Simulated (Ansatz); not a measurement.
A plane-wave DFT run in Ansatz 0.2.0 (scalar-relativistic PAW potentials unless the input names others): input and command.

```yaml
crystal:
  lattice:
    - [3.4280343992, 0.0, 0.0]
    - [0.0, 4.6167216183, 0.0]
    - [0.0, 0.0, 30.3367099941]
  atoms:
    - { symbol: P, position: [0.5, 0.9096705583, 0.4655607346] }
    - { symbol: P, position: [0.0, 0.5903294417, 0.4655607346] }
    - { symbol: P, position: [0.5, 0.0903294417, 0.5344392654] }
    - { symbol: P, position: [0.0, 0.4096705583, 0.5344392654] }
  periodic: [true, true, false]
basis:
  ecutwfc: 420
kpoints:
  mp_grid: { grid: [10, 8, 1] }
hamiltonian:
  xc: pbe
  dispersion: d3bj
scf:
  occupations: { method: gaussian, width: 0.02 }
  mixing: { preconditioner: ldos }
output:
  forces: true
  eigenvalues: true
  stress: true
```

```bash
ansatz run input.yaml --threads 1 --pin off --max-ram 2560MiB --backend cpu --events-out ev --progress --plain --runs-dir out
```

Abridged log:
```
Pseudopotentials: kind: paw
Pseudopotential: P, paw, valence charge 5, recommended cutoff 420 eV (normal)
Functional definition: PBE
Crystal: 4 atoms, lattice volume = 480.117 Å³
Basis set: ecut = 420 eV, 9421 PW (Γ), exchange–correlation on 48×64×432 points (8 copies of the dense FFT grid, shifted against one another)
Bands: 14, of which v1, the nominal top of the filled ones, is band 10 counted from 1 (9 counted from 0)
Symmetry: 8 space group operations
Space group: Pmna (ITA 53), of the structure as read, at distance tolerance 7.8e-5 Å
k-points: 30 of 80
Initial density: superposition of atomic densities (neutral atoms: chi_scale 0, normalization atom), corrected by the library's trained network
Initial wavefunctions: pseudopotential atomic-orbital guess
Functional: x = pbe(κ = 0.804, μ = 0.21951497), c = pbe(β = 0.06672455)
SCF iter   1: F=—  HF=-3023.507484 eV  |F-HF|=—  |Δ(HF+E_count)|=         —  Δρ=1.10e-3  dr2=9.49e-3  ethr=1.77e-3  ⟨swp⟩=13.2  Hψ=4412  notcnv=0
SCF iter   2: F=—  HF=-3023.510166 eV  |F-HF|=—  |Δ(HF+E_count)|=   2.68e-3  Δρ=9.31e-4  dr2=1.49e-2  ethr=4.74e-5  ⟨swp⟩=4.6  Hψ=1563  notcnv=0
SCF iter   3: F=—  HF=-3023.505670 eV  |F-HF|=—  |Δ(HF+E_count)|=   4.50e-3  Δρ=2.92e-4  dr2=1.51e-3  ethr=4.74e-5  ⟨swp⟩=3.3  Hψ=906  notcnv=0
SCF iter   4: F=—  HF=-3023.505208 eV  |F-HF|=—  |Δ(HF+E_count)|=   4.62e-4  Δρ=4.76e-5  dr2=1.64e-5  ethr=7.56e-6  ⟨swp⟩=3.3  Hψ=945  notcnv=0
SCF iter   5: F=—  HF=-3023.505258 eV  |F-HF|=—  |Δ(HF+E_count)|=   4.95e-5  Δρ=9.54e-6  dr2=3.68e-7  ethr=8.22e-8  ⟨swp⟩=2.7  Hψ=822  notcnv=0
SCF iter   6: F=-3023.505258 eV  HF=-3023.505258 eV  |F-HF|=1.69e-8  |Δ(HF+E_count)|=   6.18e-7  Δρ=1.85e-6  dr2=1.19e-8  ethr=5.00e-10  ⟨swp⟩=11.0  Hψ=3013  notcnv=0
SCF 1 converged in 6 iterations: F = -3023.505258 eV  dr2 = 1.19e-8
SCF converged after 6 iterations
Free energy (F): -3023.505258 eV
Harris-Foulkes:  -3023.505258 eV  (|F-HF|=1.69e-8)
Internal energy: -3023.505258 eV  (E = F + TS)
E sigma→0 (E₀):  -3023.505258 eV
Fermi energy:    -4.492334 eV
  E_disp       = -0.913018  (pairwise vdW)
--- Forces (eV/Å), atoms counted from 1 ---
  atom   1  P      0.00000000     0.00707872     0.00023798
  atom   2  P      0.00000000    -0.00707872     0.00023798
  atom   3  P      0.00000000    -0.00707872    -0.00023798
  atom   4  P      0.00000000     0.00707872    -0.00023798
--- 2D stress c σ (N/m, compression-positive) ---
       -4.287498       0.000000       0.000000
        0.000000      -1.519682       0.000000
        0.000000       0.000000       0.000000
  P = ½ c Tr σ = -2.9036 N/m
```

Apart from outputs, empty bands and the relaxation, which only the reference makes, the input differs from a reference run on usual settings in scf.mixing.preconditioner: not typed → "ldos". The reference, at the same geometry, ended its own course with largest force 0.007 eV/Å, gap on the mesh 1.14 eV. This run converged in 6 SCF iterations with an energy at zero smearing within 0.01 meV/atom of the reference's, largest force 0.007 eV/Å, gap on the mesh 1.14 eV.

Time: 13 s on 1 thread of Intel(R) Xeon(R) Processor @ 2.70GHz (shared host), peak memory 0.6 GiB.